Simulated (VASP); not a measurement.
# Tl (P6_3/mmc) in VASP: a series of runs

One crystal, Tl, is run at these levels: PBEsol; tasks: single point.

All numbers are computed with VASP 6.6.1; they aren't measurements. Logs are shortened: lines on timing, memory, paths and dates and some standing lists are left out, and cuts for length are marked.

## (1) The structure

It takes space group P6_3/mmc (No. 194, hexagonal). Conventional cell: a = 3.456 Å, b = 3.456 Å, c = 5.525 Å, α = 90.00°, β = 90.00°, γ = 120.00°. Tl (site symmetry -6m2) is surrounded by 12 Tl at 3.41 to 3.46 Å.

## (2) Single point, PBEsol

INCAR

```
PREC = Accurate ; ENCUT = 550
EDIFF = 1E-6 ; ISMEAR = 1
SIGMA = 0.1 ; LREAL = F
LASPH = T ; NELM = 100
ALGO = Normal ; ISIF = 2
LWAVE = F ; LCHARG = F
GGA = PS ; NBANDS = 20
ADDGRID = F
```

KPOINTS

```
Automatic mesh
0
Gamma
  5 5 3
```

POSCAR

```
Tl
1.0
    3.4560000000      0.0000000000      0.0000000000
   -1.7280000000      2.9929837955      0.0000000000
    0.0000000000      0.0000000000      5.5250000000
Tl
2
Direct
    0.6666666667      0.3333333333      0.7500000000
    0.3333333333      0.6666666667      0.2500000000
```

Potentials or basis: VASP PAW PBE potentials, release 64 (Tl_d).

Started as:

```bash
$ cat potpaw_PBE.64/Tl_d/POTCAR > POTCAR
$ mpirun -np 1 vasp_std > vasp.out
```

OUTCAR:

```text
PREC = Accurate
   ENCUT = 550
   EDIFF = 1E-6
   ISMEAR = 1
   LREAL = F
   LASPH = T
   NELM = 100
   ISIF = 2
   GGA = PS

 Found     10 irreducible k-points:

 Following reciprocal coordinates:
            Coordinates               Weight
  0.000000  0.000000  0.000000      1.000000
  0.200000 -0.000000  0.000000      6.000000
  0.400000  0.000000  0.000000      6.000000
  0.200000  0.200000  0.000000      6.000000
  0.400000  0.200000  0.000000      6.000000
  0.000000  0.000000  0.333333      2.000000
   k-points           NKPTS =     10   k-points in BZ     NKDIM =     10   number of bands    NBANDS=     20
   number of dos      NEDOS =    301   number of ions     NIONS =      2
   total plane-waves  NPLWV =  32928
   dimension x,y,z NGX =    28 NGY =   28 NGZ =   42
   dimension x,y,z NGXF=    56 NGYF=   56 NGZF=   84
   ions per type =               2
   NGX,Y,Z   is equivalent  to a cutoff of  13.47, 13.47, 12.64 a.u.
   NGXF,Y,Z  is equivalent  to a cutoff of  26.94, 26.94, 25.28 a.u.
 SYSTEM =  unknown system
   PREC   = accura    normal or accurate (medium, high low for compatibility)
   ISTART =      0    job   : 0-new  1-cont  2-samecut
   ICHARG =      2    charge: 1-file 2-atom 10-const
   ISPIN  =      1    spin polarized calculation?
   LNONCOLLINEAR =      F non collinear calculations
   LSORBIT =      F    spin-orbit coupling
   LASPH  =      T    aspherical Exc in radial PAW
   ENCUT  =  550.0 eV  40.42 Ry    6.36 a.u.   6.61  6.61 10.57*2*pi/ulx,y,z
   NELM   =    100;   NELMIN=  2; NELMDL= -5     # of ELM steps
   EDIFF  = 0.1E-05   stopping-criterion for ELM
   LREAL  =      F    real-space projection
   EDIFFG = 0.1E-04   stopping-criterion for IOM
   NSW    =      0    number of steps for IOM
   IBRION =     -1    ionic relax: 0-MD 1-quasi-New 2-CG
   NFREE  =      0    steps in history (QN), initial steepest desc. (CG)
   ISIF   =      2    stress and relaxation
   ISYM   =      2    0-nonsym 1-usesym 2-fastsym
   POTIM  = 0.5000    time-step for ionic-motion
   TEBEG  =    0.0;   TEEND  =   0.0 temperature during run
   PSTRESS=    0.0 pullay stress
   NELECT =      26.0000    total number of electrons
   NUPDOWN=      -1.0000    fix difference up-down
   EMIN   =  10.00;   EMAX   =-10.00  energy-range for DOS
   EFERMI =   0.00;   METHOD = LEGACY
   ISMEAR =     1;   SIGMA  =   0.10  broadening in eV -4-tet -1-fermi 0-gaus
   EFERMI_NEDOS =   21; number of points for ismear=-14 and -15
   IALGO  =     38    algorithm
   IMIX   =      4    mixing-type and parameters
     AMIX     =   0.40;   BMIX     =  1.00
     AMIX_MAG =   1.60;   BMIX_MAG =  1.00
  volume/ion in A,a.u.               =      28.57       192.83
  Fermi-wavevector in a.u.,A,eV,Ry     =   1.259107  2.379366 21.569987  1.585349
  Thomas-Fermi vector in A             =   2.392683
   LORBIT       =      0    0 simple, 1 ext, 2 COOP (PROOUT), +10 PAW based schemes
   GGA     = PS    functional components
   LHFCALC =     F    Hartree Fock is set to
   AEXX    =    0.0000 exact exchange contribution
   IVDW    =     0    specifies the selected vdW correction
   LEPSILON=     F    determine dielectric tensor
   LRPA    =     F    only Hartree local field effects (RPA)
 non-spin polarized calculation
 Methfessel and Paxton  Order N= 1 SIGMA  =   0.10
  energy-cutoff  :      550.00
  volume of cell :       57.15
 maximum number of plane-waves:      1713
 NGX is ok and might be reduce to    28
   NGX = 13   NGY = 13   NGZ = 21

 number of electron      26.0000004 magnetization

 Free energy of the ion-electron system (eV)
  ---------------------------------------------------
  ext. energy  EPLUGINS =         0.00000000
  ---------------------------------------------------
  free energy    TOTEN  =        -5.23992408 eV

  energy without entropy =       -5.23809699  energy(sigma->0) =       -5.23931505

 E-fermi :   6.6346     XC(G=0): -10.3707

 val. band max:        6.3932088355   @ k =   0.4000   0.0000   0.3333
 cond. band min:       6.6775970113   @ k =   0.2000   0.2000   0.3333
 fundamental gap:      0.2843881758
 Fermi energy:         6.6345868987

 k-point     1 :       0.0000    0.0000    0.0000
  band No.  band energies     occupation
      1      -5.3628      2.00000
      2      -5.1327      2.00000
      3      -5.0909      2.00000
      4      -5.0909      2.00000
      5      -5.0367      2.00000
      6      -5.0367      2.00000
[... 12 lines left out ...]
     19      17.1950      0.00000
     20      17.3009      0.00000

 k-point     2 :       0.2000   -0.0000    0.0000
  band No.  band energies     occupation
      1      -5.3186      2.00000
      2      -5.1549      2.00000
      3      -5.0903      2.00000
      4      -5.0649      2.00000
      5      -5.0568      2.00000
      6      -4.9581      2.00000
[... 12 lines left out ...]
     19      16.5295      0.00000
     20      17.8750      0.00000

 k-point     3 :       0.4000    0.0000    0.0000
  band No.  band energies     occupation
      1      -5.4467      2.00000
      2      -5.2919      2.00000
      3      -5.2164      2.00000
      4      -5.1479      2.00000
      5      -4.9516      2.00000
      6      -4.9187      2.00000
[... 12 lines left out ...]
     19      14.8809      0.00000
     20      16.3517      0.00000

 k-point     4 :       0.2000    0.2000    0.0000
  band No.  band energies     occupation
      1      -5.2525      2.00000
      2      -5.2339      2.00000
      3      -5.2331      2.00000
      4      -5.1195      2.00000
      5      -4.9560      2.00000
      6      -4.8914      2.00000
[... 12 lines left out ...]
     19      14.8416      0.00000
     20      18.4852      0.00000

 k-point     5 :       0.4000    0.2000    0.0000
  band No.  band energies     occupation
      1      -5.3638      2.00000
      2      -5.2967      2.00000
      3      -5.1227      2.00000
      4      -5.1130      2.00000
      5      -4.9767      2.00000
      6      -4.8991      2.00000
[... 12 lines left out ...]
     19      13.8176      0.00000
     20      18.3692      0.00000

 k-point     6 :       0.0000    0.0000    0.3333
  band No.  band energies     occupation
      1      -5.2898      2.00000
      2      -5.1651      2.00000
      3      -5.1383      2.00000
      4      -5.1383      2.00000
      5      -5.0913      2.00000
      6      -5.0913      2.00000
[... 12 lines left out ...]
     19      16.7476      0.00000
     20      17.0288      0.00000

 [... further k-points ...]
[... 5 lines left out ...]
  --------------------------------------------------------------------------------------
  -------------------------------------------------------------------------------------
  Total       -0.1748108     -0.1748108      0.3677182      0.0000000      0.0000000      0.0000000
  in kB       -4.9008175     -4.9008175     10.3089713      0.0000000      0.0000000      0.0000000
  external PRESSURE =       0.1691121 kB  Pullay stress =       0.0000000 kB

 VOLUME and BASIS-vectors are now :
 -----------------------------------------------------------------------------
  energy-cutoff  :      550.00
  volume of cell :       57.15
      direct lattice vectors                 reciprocal lattice vectors
     3.456000000  0.000000000  0.000000000     0.289351852  0.167057370  0.000000000
    -1.728000000  2.992983795  0.000000000     0.000000000  0.334114739  0.000000000
     0.000000000  0.000000000  5.525000000     0.000000000  0.000000000  0.180995475

 POSITION                                       TOTAL-FORCE (eV/Angst)
 -----------------------------------------------------------------------------------
      1.72800      0.99766      4.14375        -0.000000     -0.000000      0.000000
     -0.00000      1.99532      1.38125         0.000000      0.000000      0.000000
 -----------------------------------------------------------------------------------
    total drift:                               -0.000000      0.000000     -0.000000

  FREE ENERGIE OF THE ION-ELECTRON SYSTEM (eV)
  ---------------------------------------------------
  free  energy   TOTEN  =        -5.2399240804 eV

  energy  without entropy=       -5.2380969886  energy(sigma->0) =       -5.23931505
```

Wall time 6.8 s (1 thread of Intel Xeon Platinum 8488C (Sapphire Rapids), shared host); peak memory 0.17 GiB.

The run converged, but some of its settings lie outside the range that counts as converged, so its numbers aren't taken as properties of the crystal.

What came out:

```
Free energy            : -5.2399 eV
Pressure               : 0.0 GPa
Band gap on the k mesh : none (metal or under the smearing width)
```

Caveat: the k mesh is coarse (spacing up to 0.42 Å⁻¹), so the values aren't converged; the PAW data sets were made with another functional, which shifts forces and pressure a little.

## (3) Single point, PBEsol

Changes to INCAR since step 2:

```diff
@@ -1,2 +1,2 @@
-PREC = Accurate ; ENCUT = 550
+PREC = Accurate ; ENCUT = 700
 EDIFF = 1E-6 ; ISMEAR = 1
```

KPOINTS is that of step 2.

POSCAR is that of step 2.

Potentials or basis: VASP PAW PBE potentials, release 64 (Tl_d).

Started as:

```bash
$ cat potpaw_PBE.64/Tl_d/POTCAR > POTCAR
$ mpirun -np 1 vasp_std > vasp.out
```

OUTCAR:

```text
PREC = Accurate
   ENCUT = 700
   EDIFF = 1E-6
   ISMEAR = 1
   LREAL = F
   LASPH = T
   NELM = 100
   ISIF = 2
   GGA = PS

 Found     10 irreducible k-points:

 Following reciprocal coordinates:
            Coordinates               Weight
  0.000000  0.000000  0.000000      1.000000
  0.200000 -0.000000  0.000000      6.000000
  0.400000  0.000000  0.000000      6.000000
  0.200000  0.200000  0.000000      6.000000
  0.400000  0.200000  0.000000      6.000000
  0.000000  0.000000  0.333333      2.000000
[... 79 lines left out ...]
      3      -5.0909      2.00000
      4      -5.0909      2.00000
      5      -5.0367      2.00000
      6      -5.0367      2.00000
[... 127 lines left out ...]
     19      16.7477      0.00000
     20      17.0289      0.00000

 [... further k-points ...]
[... 5 lines left out ...]
  --------------------------------------------------------------------------------------
  -------------------------------------------------------------------------------------
  Total       -0.1495939     -0.1495939      0.3920248      0.0000000      0.0000000      0.0000000
  in kB       -4.1938625     -4.1938625     10.9904050      0.0000000      0.0000000      0.0000000
  external PRESSURE =       0.8675600 kB  Pullay stress =       0.0000000 kB

 VOLUME and BASIS-vectors are now :
 -----------------------------------------------------------------------------
  energy-cutoff  :      700.00
  volume of cell :       57.15
      direct lattice vectors                 reciprocal lattice vectors
     3.456000000  0.000000000  0.000000000     0.289351852  0.167057370  0.000000000
    -1.728000000  2.992983795  0.000000000     0.000000000  0.334114739  0.000000000
     0.000000000  0.000000000  5.525000000     0.000000000  0.000000000  0.180995475

 POSITION                                       TOTAL-FORCE (eV/Angst)
 -----------------------------------------------------------------------------------
      1.72800      0.99766      4.14375        -0.000000     -0.000000      0.000000
     -0.00000      1.99532      1.38125         0.000000      0.000000      0.000000
 -----------------------------------------------------------------------------------
    total drift:                               -0.000000      0.000000     -0.000000

  FREE ENERGIE OF THE ION-ELECTRON SYSTEM (eV)
  ---------------------------------------------------
  free  energy   TOTEN  =        -5.2402785685 eV

  energy  without entropy=       -5.2384514183  energy(sigma->0) =       -5.23966952
```

Wall time 8.7 s (1 thread of Intel Xeon Platinum 8488C (Sapphire Rapids), shared host); peak memory 0.19 GiB.

These settings aren't checked as converged: the numbers below hold their error.

What came out:

```yaml
Free_energy: -5.2403 eV
Pressure: 0.1 GPa
Band_gap_on_the_k_mesh: none (metal or under the smearing width)
```

Caveat: the k mesh is coarse (spacing up to 0.42 Å⁻¹), so the values aren't converged; the PAW data sets were made with another functional, which shifts forces and pressure a little.

## (4) Single point, PBEsol

Changes to INCAR since step 3:

```diff
@@ -1,2 +1,2 @@
-PREC = Accurate ; ENCUT = 700
+PREC = Accurate ; ENCUT = 250
 EDIFF = 1E-6 ; ISMEAR = 1
```

KPOINTS

```
Automatic mesh
0
Gamma
  10 10 5
```

POSCAR is that of step 3.

Potentials or basis: VASP PAW PBE potentials, release 64 (Tl_d).

Started as:

```bash
$ cat potpaw_PBE.64/Tl_d/POTCAR > POTCAR
$ mpirun -np 1 vasp_std > vasp.out
```

OUTCAR:

```text
PREC = Accurate
   ENCUT = 250
   EDIFF = 1E-6
   ISMEAR = 1
   LREAL = F
   LASPH = T
   NELM = 100
   ISIF = 2
   GGA = PS

 Found     42 irreducible k-points:

 Following reciprocal coordinates:
            Coordinates               Weight
  0.000000  0.000000  0.000000      1.000000
  0.100000 -0.000000  0.000000      6.000000
  0.200000 -0.000000  0.000000      6.000000
  0.300000 -0.000000  0.000000      6.000000
  0.400000  0.000000  0.000000      6.000000
  0.500000  0.000000  0.000000      3.000000
[... 79 lines left out ...]
      3      -5.0748      2.00000
      4      -5.0748      2.00000
      5      -5.0206      2.00000
      6      -5.0206      2.00000
[... 127 lines left out ...]
     19      14.6043      0.00000
     20      16.1686      0.00000

 [... further k-points ...]
[... 5 lines left out ...]
  --------------------------------------------------------------------------------------
  -------------------------------------------------------------------------------------
  Total       -0.0741212     -0.0741212     -0.0735108      0.0000000     -0.0000000     -0.0000000
  in kB       -2.0779863     -2.0779863     -2.0608740      0.0000000     -0.0000000     -0.0000000
  external PRESSURE =      -2.0722822 kB  Pullay stress =       0.0000000 kB

 VOLUME and BASIS-vectors are now :
 -----------------------------------------------------------------------------
  energy-cutoff  :      250.00
  volume of cell :       57.15
      direct lattice vectors                 reciprocal lattice vectors
     3.456000000  0.000000000  0.000000000     0.289351852  0.167057370  0.000000000
    -1.728000000  2.992983795  0.000000000     0.000000000  0.334114739  0.000000000
     0.000000000  0.000000000  5.525000000     0.000000000  0.000000000  0.180995475

 POSITION                                       TOTAL-FORCE (eV/Angst)
 -----------------------------------------------------------------------------------
      1.72800      0.99766      4.14375        -0.000000      0.000000      0.000000
     -0.00000      1.99532      1.38125         0.000000     -0.000000      0.000000
 -----------------------------------------------------------------------------------
    total drift:                               -0.000000      0.000000     -0.000000

  FREE ENERGIE OF THE ION-ELECTRON SYSTEM (eV)
  ---------------------------------------------------
  free  energy   TOTEN  =        -5.2593182307 eV

  energy  without entropy=       -5.2583684217  energy(sigma->0) =       -5.25900163
```

It took 7.4 s on 1 thread of Intel Xeon Platinum 8488C (Sapphire Rapids), shared host; peak memory 0.13 GiB.

The run converged, but some of its settings lie outside the range that counts as converged, so its numbers aren't taken as properties of the crystal.

Results:

```yaml
Free_energy: -5.2593 eV
Band_gap_on_the_k_mesh: none (metal or under the smearing width)
```

Caveat: the cutoff is under 1.25 times the usual one of these potentials, so pressure, stress and relaxed cells hold a basis-set (Pulay) error; the PAW data sets were made with another functional, which shifts forces and pressure a little.

## (5) Single point, PBEsol

Changes to INCAR since step 4:

```diff
@@ -1,2 +1,2 @@
-PREC = Accurate ; ENCUT = 250
+PREC = Accurate ; ENCUT = 350
 EDIFF = 1E-6 ; ISMEAR = 1
```

KPOINTS is that of step 4.

POSCAR is that of step 4.

Started as:

```bash
$ cat potpaw_PBE.64/Tl_d/POTCAR > POTCAR
$ mpirun -np 1 vasp_std > vasp.out
```

It took 9.7 s on 1 thread of Intel Xeon Platinum 8488C (Sapphire Rapids), shared host; peak memory 0.15 GiB.

The run converged, but some of its settings lie outside the range that counts as converged, so its numbers aren't taken as properties of the crystal.

Results:

```
Free energy            : -5.2430 eV
Pressure               : -0.4 GPa
Band gap on the k mesh : none (metal or under the smearing width)
```

Caveat: the PAW data sets were made with another functional, which shifts forces and pressure a little.

(Part 1 of 2 ends here.)
